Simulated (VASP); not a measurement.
A run of VASP 6.6.1 is set up as follows.

The input POSCAR:

```
BAs
1.0
    0.0000000000      2.3885000000      2.3885000000
    2.3885000000      0.0000000000      2.3885000000
    2.3885000000      2.3885000000      0.0000000000
  B               As
     1     1
Direct
     0.0000000000000000    0.0000000000000000    0.0000000000000000
     0.2500000000000000    0.2500000000000000    0.2500000000000000
```

The input INCAR.step1:

```
PREC = Accurate
ENCUT = 600
EDIFF = 1E-8
ISMEAR = 0
SIGMA = 0.03
LREAL = F
LASPH = T
NELM = 80
ALGO = Fast
ISIF = 3
LWAVE = F
LCHARG = F
GGA = PS
PSTRESS = 15.0
IBRION = 2
NSW = 40
EDIFFG = -0.002
```

File INCAR.step2:

```
PREC = Accurate
ENCUT = 600
EDIFF = 1E-8
ISMEAR = 0
SIGMA = 0.03
LREAL = F
LASPH = T
NELM = 80
ALGO = Fast
ISIF = 2
LWAVE = F
LCHARG = F
GGA = PS
PSTRESS = 15.0
IBRION = 6
NFREE = 2
POTIM = 0.015
NSW = 1
```

Contents of KPOINTS:

```
regular mesh
0
Gamma
  10 10 10
```

Potentials or basis: VASP PAW PBE potentials, release 64 (B, As).

Run with:

```console
$ cat potpaw_PBE.64/B/POTCAR potpaw_PBE.64/As/POTCAR > POTCAR
$ cp INCAR.step1 INCAR
$ mpirun -np 1 vasp_std > vasp.out
$ cp CONTCAR POSCAR
$ cp INCAR.step2 INCAR
$ mpirun -np 1 vasp_std > vasp.out
```

(1) Predict the highest phonon frequency at Γ, LO-TO splitting left out.

(2) Predict the space group after relaxing (to 0.05 Å).

(3) What does it give for the relaxed volume?

Answers

(1) 699 cm⁻¹.

(2) F-43m (No. 216).

(3) 13.49 Å³/atom.

Caveat: the PAW data sets were made with another functional, which shifts forces and pressure a little.
